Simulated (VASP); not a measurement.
Crystal: MgS (Niningerite).

```xyz
2
Lattice="0.0000 2.5303 2.5303 2.5303 0.0000 2.5303 2.5303 2.5303 0.0000" Properties=species:S:1:pos:R:3 pbc="T T T"
S     2.5303    2.5303    2.5303
Mg    0.0000    0.0000    0.0000
```

The cell isn't the ideal one: volume scaled by 0.92.

```yaml
Program: VASP 6.6.1
Task: relaxation of cell and atoms
Functional: BLYP
Potentials_or_basis: VASP PAW PBE potentials, release 64 (S_h, Mg)
Cutoff: 980 eV
k_mesh: 9 × 9 × 9
Occupations: fermi-dirac, width 0.1 eV
Spin: no spin polarisation
```

At the start: pressure 11.8 GPa; volume 16.20 Å³/atom.

Problem. How do energy, volume and symmetry change on relaxing?

Solution. Over 5 steps the energy falls by 74.4 meV/atom and the volume is 18.46 Å³/atom (+13.9 %); space group Fm-3m (No. 225, to 0.05 Å).

Step by step:
```
step  energy change (eV)  largest force (eV/Å)  pressure (GPa)  volume (Å³)
   1              0.0000                0.0000           11.77        32.40
   2             -0.0542                0.0000            8.98        33.24
   3             -0.1475                0.0000            0.91        36.44
   4             -0.1488                0.0000            0.09        36.86
   5             -0.1488                0.0000            0.00        36.91
```

Final structure:
```yaml
crystal:
  lattice:
    - [0.00000, 2.64271, 2.64271]
    - [2.64271, 0.00000, 2.64271]
    - [2.64271, 2.64271, 0.00000]
  atoms:
    - { symbol: S, position: [0.50000, 0.50000, 0.50000] }
    - { symbol: Mg, position: [0.00000, 0.00000, 0.00000] }
```

Caveat: the PAW data sets were made with another functional, which shifts forces and pressure a little.
